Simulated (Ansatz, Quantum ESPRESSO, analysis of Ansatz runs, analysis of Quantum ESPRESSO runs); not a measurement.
# Substitutional N in diamond: charge-transition level against experiment (Quantum ESPRESSO)

How near does this set-up come to the measured charge-transition level? Subject: substitutional N in diamond. Set-up: PBE, GBRV 1.5 PBE, cutoffs x 0.7, 64-site cell, PBE lattice, k: the zone centre alone then 2x2x2 shifted, started with the impurity moved along one bond, start relaxed with Ansatz. The model is a cell of 64 host atoms with 1 C taken out and 1 N put in. The level is the Fermi energy at which two charge states have equal formation energy, after a correction for the images of the charge. This set-up takes another basis size than the usual one.

What was measured. (+1/0) level below the conduction-band bottom: 1.7 eV (quoted in “Hunting the elusive shallow n-type donor – An ab initio study of Li and N co-doped diamond”, 2021, S. Conejeros et al., quoting earlier work (1969)). The calculation is set beside it at the end.

Program: Quantum ESPRESSO 7.5. Level of theory: Quantum ESPRESSO plane-wave DFT, PBE, GBRV 1.5 PBE potentials; relaxation of all atoms of a defect supercell. Results are calculated unless marked as measured.

Report form: the programs' logs are mostly left out.

### 1. The structure

The cell holds 64 atoms: 63 C and 1 N. Cell: a = 7.146 Å, b = 7.146 Å, c = 7.146 Å, α = 90.0°, β = 90.0°, γ = 90.0°. It derives from C (space group Fd-3m). Nearest the centre at fractional (0.375, 0.375, 0.375): N8 at 0.00 Å, C4 at 1.56 Å, C42 at 1.56 Å, C27 at 1.56 Å, C49 at 1.56 Å, C5 at 2.52 Å, C15 at 2.52 Å, C7 at 2.52 Å. The cell carries charge +1.

The host's primitive cell comes from a first run (Quantum ESPRESSO plane-wave DFT, PBE, GBRV 1.5 PBE potentials; relaxation of cell and atoms of a defect-free cell): vectors of 2.526, 2.526 and 2.526 Å. That is 5.70 Å³ an atom, 0.5 % over the diffraction cell's volume. The supercell is built on it.

This program's steps are dear, so the start below was first relaxed with Ansatz (plane-wave PAW DFT, PBE; 9.2 s).

### 2. Relaxation, charge +1

Every later number rests on the structure around the defect, so the atoms are relaxed at the host's lattice first.

File pw.in:

```
&CONTROL
  calculation = 'relax'
  prefix = 'pwscf'
  outdir = './tmp'
  pseudo_dir = './pseudo'
  tprnfor = .true.
  disk_io = 'low'
  nstep = 70
  forc_conv_thr = 0.00078
  etot_conv_thr = 0.0001
/
&SYSTEM
  ibrav = 0
  nat = 64
  ntyp = 2
  ecutwfc = 31
  ecutrho = 252
  nbnd = 132
  occupations = 'smearing'
  smearing = 'fd'
  degauss = 0.00073499
  tot_charge = 1
  nosym = .true.
/
&ELECTRONS
  conv_thr = 6d-08
  electron_maxstep = 100
  mixing_beta = 0.5
/
&IONS
  ion_dynamics = 'bfgs'
/
ATOMIC_SPECIES
C     12.0110 c_pbe_v1.2.uspp.F.UPF
N     14.0070 n_pbe_v1.2.uspp.F.UPF
CELL_PARAMETERS angstrom
   7.1455291292    0.0000000000    0.0000000000
   0.0000000000    7.1455291292    0.0000000000
   0.0000000000    0.0000000000    7.1455291292
ATOMIC_POSITIONS crystal
C      0.0002323808    0.0007095813    0.2495830260
C      0.0002317928    0.2502056504    0.0000876520
C      0.2497266987    0.0007091463    0.0000871866
C      0.2490124155    0.2494898621    0.2488674263
C      0.1253221918    0.1258003612    0.3759645017
C      0.1253221984    0.3765863970    0.1251779523
C      0.3761081341    0.1257996042    0.1251771422
N      0.3751259145    0.3756052508    0.3749797749
[... 52 atom lines left out ...]
C      0.6252271787    0.6257047434    0.8750088667
C      0.6252268021    0.8756322202    0.6250824204
C      0.8751540948    0.6257046548    0.6250823351
C      0.8751295850    0.8756070037    0.8749867238
K_POINTS gamma
```

Run with:

```sh
> OMP_NUM_THREADS=1 mpirun -n 4 pw.x -in pw.in > pw.out
```

Elapsed: 5.3 s, on 4 MPI ranks of Arm Neoverse V1, shared host; peak memory 0.37 GiB; 21 s of CPU time.

Hardly anything moved in the relaxation; the energy changed by under 0.2 meV an atom.

Neighbours of N8 at the end:

| atom | distance (Å) |
| --- | --- |
| C27 | 1.561 |
| C42 | 1.561 |
| C49 | 1.561 |
| C4 | 1.561 |
| C21 | 2.524 |
| C23 | 2.524 |
| C37 | 2.524 |
| C6 | 2.524 |
| C38 | 2.524 |
| C14 | 2.524 |
| C15 | 2.524 |
| C7 | 2.524 |
| C5 | 2.524 |
| C31 | 2.524 |
| C53 | 2.524 |
| C46 | 2.524 |

### 3. Single point, charge +1

The relaxed structure is kept, and the final numbers are taken at the final level and k-points.

This step: Quantum ESPRESSO plane-wave DFT, PBE, GBRV 1.5 PBE potentials; single point of a defect supercell.

File pw.in:

```
&CONTROL
  calculation = 'scf'
  prefix = 'pwscf'
  outdir = './tmp'
  pseudo_dir = './pseudo'
  tprnfor = .true.
  disk_io = 'low'
/
&SYSTEM
  ibrav = 0
  nat = 64
  ntyp = 2
  ecutwfc = 31
  ecutrho = 252
  nbnd = 132
  occupations = 'smearing'
  smearing = 'fd'
  degauss = 0.00073499
  tot_charge = 1
  nosym = .true.
/
&ELECTRONS
  conv_thr = 6d-08
  electron_maxstep = 100
  mixing_beta = 0.5
/
ATOMIC_SPECIES
C     12.0110 c_pbe_v1.2.uspp.F.UPF
N     14.0070 n_pbe_v1.2.uspp.F.UPF
CELL_PARAMETERS angstrom
   7.1455291292    0.0000000000    0.0000000000
   0.0000000000    7.1455291292    0.0000000000
   0.0000000000    0.0000000000    7.1455291292
ATOMIC_POSITIONS crystal
C      0.0002323808    0.0007095813    0.2495830260
C      0.0002317928    0.2502056504    0.0000876520
[... 1 atom line left out ...]
C      0.2490124155    0.2494898621    0.2488674263
C      0.1253221918    0.1258003612    0.3759645017
C      0.1253221984    0.3765863970    0.1251779523
C      0.3761081341    0.1257996042    0.1251771422
N      0.3751259145    0.3756052508    0.3749797749
[... 5 atom lines left out ...]
C      0.1253263107    0.3746230882    0.6247873278
C      0.3741450514    0.1258039820    0.6247867125
[... 11 atom lines left out ...]
C      0.2490164634    0.5017176011    0.5010957265
[... 9 atom lines left out ...]
C      0.6249303481    0.1258042511    0.3740022283
[... 4 atom lines left out ...]
C      0.5012393076    0.2494949343    0.5010949269
[... 3 atom lines left out ...]
C      0.6249312138    0.3765907205    0.6247873637
[... 2 atom lines left out ...]
C      0.5012416893    0.5017198621    0.2488697065
[... 14 atom lines left out ...]
C      0.8751295850    0.8756070037    0.8749867238
K_POINTS automatic
2 2 2 1 1 1
```

File pp_potential.in:

```
&INPUTPP
  prefix = 'pwscf'
  outdir = './tmp'
  filplot = 'potential.dat'
  plot_num = 11
/
&PLOT
  nfile = 1
  filepp(1) = 'potential.dat'
  iflag = 3
  output_format = 6
  fileout = 'potential.cube'
/
```

Run with:

```sh
> OMP_NUM_THREADS=1 mpirun -n 4 pw.x -nk 2 -in pw.in > pw.out
> OMP_NUM_THREADS=1 mpirun -n 4 pp.x -in pp_potential.in > pp_potential.out
```

The job ended after 50 s (4 MPI ranks; peak memory 0.64 GiB).

### 4. Relaxation, charge 0

File pw.in:

```
&CONTROL
  calculation = 'relax'
  prefix = 'pwscf'
  outdir = './tmp'
  pseudo_dir = './pseudo'
  tprnfor = .true.
  disk_io = 'low'
  nstep = 70
  forc_conv_thr = 0.00078
  etot_conv_thr = 0.0001
/
&SYSTEM
  ibrav = 0
  nat = 64
  ntyp = 2
  ecutwfc = 31
  ecutrho = 252
  nbnd = 133
  occupations = 'smearing'
  smearing = 'fd'
  degauss = 0.00073499
  nspin = 2
  starting_magnetization(1) = 0.125
  starting_magnetization(2) = 0.1
  tot_magnetization = 1
  nosym = .true.
/
&ELECTRONS
  conv_thr = 6d-08
  electron_maxstep = 100
  mixing_beta = 0.3
/
&IONS
  ion_dynamics = 'bfgs'
/
ATOMIC_SPECIES
C     12.0110 c_pbe_v1.2.uspp.F.UPF
N     14.0070 n_pbe_v1.2.uspp.F.UPF
CELL_PARAMETERS angstrom
   7.1455291292    0.0000000000    0.0000000000
   0.0000000000    7.1455291292    0.0000000000
   0.0000000000    0.0000000000    7.1455291292
ATOMIC_POSITIONS crystal
C     -0.0026930187   -0.0022165246    0.2492694990
C     -0.0026939798    0.2498911131   -0.0028379823
[... 1 atom line left out ...]
C      0.2303703354    0.2308467627    0.2302339778
C      0.1226625704    0.1231412305    0.3712888714
[... 2 atom lines left out ...]
N      0.3919822213    0.3924637499    0.3918481205
[... 5 atom lines left out ...]
C      0.1276598613    0.3746888529    0.6234263699
C      0.3742100571    0.1281389182    0.6234262890
[... 5 atom lines left out ...]
C      0.1276579340    0.6240478217    0.3740666275
[... 1 atom line left out ...]
C      0.3742135423    0.6240510635    0.1275116364
[... 3 atom lines left out ...]
C      0.2564322260    0.5032735915    0.5026557236
[... 9 atom lines left out ...]
C      0.6235715475    0.1281378574    0.3740650091
C      0.6235736605    0.3746898094    0.1275130565
[... 3 atom lines left out ...]
C      0.5027982591    0.2569099361    0.5026557682
[... 6 atom lines left out ...]
C      0.5028088944    0.5032850776    0.2562802468
[... 14 atom lines left out ...]
C      0.8749485828    0.8754290916    0.8748061679
K_POINTS gamma
```

Run with:

```sh
> OMP_NUM_THREADS=1 mpirun -n 4 pw.x -in pw.in > pw.out
```

The job ended after 18 s (4 MPI ranks; peak memory 0.41 GiB).

Hardly anything moved in the relaxation; the energy changed by under 0.2 meV an atom.

Neighbours of N8 at the end:

```csv
atom,distance (Å)
C49,1.481
C42,1.481
C27,1.481
C4,2.002
C31,2.384
C53,2.384
C46,2.384
C38,2.514
C37,2.514
C23,2.514
C21,2.514
C15,2.514
C14,2.514
```

Numbers from this step:

```
total moment                          : 1.000 μB
integral of the absolute spin density : 1.142 μB
```

### 5. Single point, charge 0

This step: Quantum ESPRESSO plane-wave DFT, PBE, GBRV 1.5 PBE potentials; single point of a defect supercell.

File pw.in:

```
&CONTROL
  calculation = 'scf'
  prefix = 'pwscf'
  outdir = './tmp'
  pseudo_dir = './pseudo'
  tprnfor = .true.
  disk_io = 'low'
/
&SYSTEM
  ibrav = 0
  nat = 64
  ntyp = 2
  ecutwfc = 31
  ecutrho = 252
  nbnd = 133
  occupations = 'smearing'
  smearing = 'fd'
  degauss = 0.00073499
  nspin = 2
  starting_magnetization(1) = 0.125
  starting_magnetization(2) = 0.1
  tot_magnetization = 1
  nosym = .true.
/
&ELECTRONS
  conv_thr = 6d-08
  electron_maxstep = 100
  mixing_beta = 0.3
/
ATOMIC_SPECIES
C     12.0110 c_pbe_v1.2.uspp.F.UPF
N     14.0070 n_pbe_v1.2.uspp.F.UPF
CELL_PARAMETERS angstrom
   7.1455291292    0.0000000000    0.0000000000
   0.0000000000    7.1455291292    0.0000000000
   0.0000000000    0.0000000000    7.1455291292
ATOMIC_POSITIONS crystal
C     -0.0026944298   -0.0022171205    0.2492621554
C     -0.0026954307    0.2498837973   -0.0028396823
[... 1 atom line left out ...]
C      0.2303007289    0.2307777317    0.2301568628
C      0.1226522106    0.1231301684    0.3713599231
[... 2 atom lines left out ...]
N      0.3920441362    0.3925215241    0.3918941909
[... 5 atom lines left out ...]
C      0.1276477148    0.3747206036    0.6234286111
C      0.3742421416    0.1281265180    0.6234281897
[... 5 atom lines left out ...]
C      0.1276482903    0.6240493023    0.3740977481
[... 1 atom line left out ...]
C      0.3742437557    0.6240517722    0.1275017004
[... 3 atom lines left out ...]
C      0.2563769420    0.5032564649    0.5026353645
[... 9 atom lines left out ...]
C      0.6235718188    0.1281267008    0.3740969118
C      0.6235740894    0.3747208135    0.1275019267
[... 3 atom lines left out ...]
C      0.5027768977    0.2568550071    0.5026336023
[... 6 atom lines left out ...]
C      0.5027800309    0.5032581615    0.2562322140
[... 14 atom lines left out ...]
C      0.8749531051    0.8754317978    0.8748095702
K_POINTS automatic
2 2 2 1 1 1
```

pp_potential.in is that of step 3.

Run with:

```sh
> OMP_NUM_THREADS=1 mpirun -n 4 pw.x -nk 2 -in pw.in > pw.out
> OMP_NUM_THREADS=1 mpirun -n 4 pp.x -in pp_potential.in > pp_potential.out
```

It took 2.1 min on 4 MPI ranks; peak memory 0.9 GiB; 8.3 min of CPU time.

This step gave:

| Quantity | Value |
| --- | --- |
| total moment | 1.000 μB |
| integral of the absolute spin density | 1.125 μB |

### 6. Charge-transition levels

Analysis of the runs above: levels from Quantum ESPRESSO plane-wave DFT, PBE, GBRV 1.5 PBE potentials energies with an image-charge correction aligned at atomic sites (own code after Kumagai and Oba).

It gives:

- gap: 4.140 eV

### 7. Outcome

```json
{
  "static dielectric constant used": "5.9",
  "band gap of the host": "4.14 eV",
  "(plus 1/0) level below the conduction-band bottom": "1.31 eV"
}
```

**Reading.** (+1/0) level below the conduction-band bottom: computed 1.31 eV, measured 1.7 eV; 0.39 eV shallower than the measurement. The level is counted in a gap of 4.14 eV, and the correction is screened by a dielectric constant of 5.9 from a linear-response run on the host (PBEsol). Levels hang on the band edges, which semilocal functionals place too close together. Limits: the periodic copies of the defect are only 7.1 Å apart.

[Logs are printed without paths, hosts, clocks, repeated set-up lines and the standing remarks that a program may print on its own settings, such as how far it seeks lower states.]

[Hosts, paths, dates, database ids (printed as entryN), source tags and the programs' standing remarks are cut or masked in the printed files.]

[For some hosts the program warned that the k-mesh of the response run may be too coarse for force constants and the static dielectric constant; such warnings are not shown here.]
